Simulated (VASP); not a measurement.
Input of a VASP 6.6.1 run:

The input POSCAR:

```
KI
1.0
    0.0000000000      3.6687826701      3.6687826701
    3.6687826701      0.0000000000      3.6687826701
    3.6687826701      3.6687826701      0.0000000000
K I
1 1
Direct
    0.0000000000      0.0000000000      0.0000000000
    0.5000000000      0.5000000000      0.5000000000
```

File INCAR.step1:

```
SYSTEM = KI
PREC = Accurate
ENCUT = 550
ISMEAR = 0
SIGMA = 0.01
LREAL = .FALSE.
LASPH = .TRUE.
NELM = 120
NBANDS = 15
GGA = PE
ALGO = Normal
EDIFF = 1E-5
LWAVE = .TRUE.
LCHARG = .FALSE.
GGA_COMPAT = .FALSE.
```

File INCAR.step2:

```
SYSTEM = KI
PREC = Accurate
ENCUT = 550
EDIFF = 1E-6
ISMEAR = 0
SIGMA = 0.01
LREAL = .FALSE.
LASPH = .TRUE.
NELM = 120
ALGO = Normal
ISIF = 2
LWAVE = .FALSE.
LCHARG = .TRUE.
METAGGA = R2SCAN
LMIXTAU = .TRUE.
LELF = .TRUE.
LVHAR = .TRUE.
NBANDS = 15
ISTART = 1
GGA_COMPAT = .FALSE.
```

File KPOINTS:

```
Automatic mesh
0
G
  6 6 6
  0 0 0
```

Potentials or basis: VASP PAW PBE potentials, release 64 (K_sv, I).

Command:

```bash
$ cat potpaw_PBE.64/K_sv/POTCAR potpaw_PBE.64/I/POTCAR > POTCAR
$ cp INCAR.step1 INCAR
$ mpirun -np 1 vasp_std > vasp.out
$ cp INCAR.step2 INCAR
$ mpirun -np 1 vasp_std > vasp.out
```

Problem. Estimate the pressure.

Solution. -1.0 GPa.

Problem. Predict the band gap on the k mesh.

Solution. 4.34 eV.

Caveat: the PAW data sets were made with another functional, which shifts forces and pressure a little; spin-orbit coupling is left out, which moves the levels of the heavy elements.

**Measured values to compare with.**

From a printed reference work, monograph, for a bulk crystal of KI: band gap 6.32 eV.

Against the measured gap of KI, 6.32 eV (a printed reference work, monograph), the calculated 4.34 eV is off by -1.98 eV. Spin-orbit coupling on I is left out. The value is that of r2SCAN, without temperature or zero-point motion.
